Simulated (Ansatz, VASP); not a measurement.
**CoSn in VASP and in Ansatz**

```
Co Sn
1.0
     5.24071    0.00000    0.00000
    -2.62036    4.53859    0.00000
     0.00000    0.00000    4.18596
Co Sn
3 3
Direct
  0.00000 0.50000 0.00000
  0.50000 0.50000 0.00000
  0.50000 0.00000 0.00000
  0.66667 0.33333 0.50000
  0.33333 0.66667 0.50000
  0.00000 0.00000 0.00000
```

Alike in both runs: functional PBE; dispersion D3(BJ); k mesh 9 × 9 × 8; occupations gaussian, width 0.1 eV; no spin polarisation.

Ansatz relaxed the structure, and its values are those at the end. VASP's run is a single point on that final structure, the one shown.

|  | VASP | Ansatz |
| --- | --- | --- |
| version | VASP 6.6.1 | Ansatz 0.2.0 |
| potentials or method | VASP PAW PBE potentials, release 64 (Co, Sn_d) | scalar-relativistic, plane waves, PAW |
| plane-wave cutoff (eV) | 520 | 420 |
| valence electrons in the cell | 69 | 93 |

Ansatz gave:

| Quantity | Value |
| --- | --- |
| gap on the k mesh at the Fermi level (eV) | none |
| pressure (GPa) | 0.0 |

Task: What did VASP give for the same quantities?

Result: gap on the k mesh at the Fermi level (eV): none; pressure (GPa): -0.1.

A gap of «none» marks a metal or a gap that the smearing closes. The two sets of potentials don't hold the same shells in valence.

Caveats: pairwise dispersion overbinds metals, which lowers pressure and volume. Spin polarisation is off, so any magnetic state and its effect on volume and gap are missing.
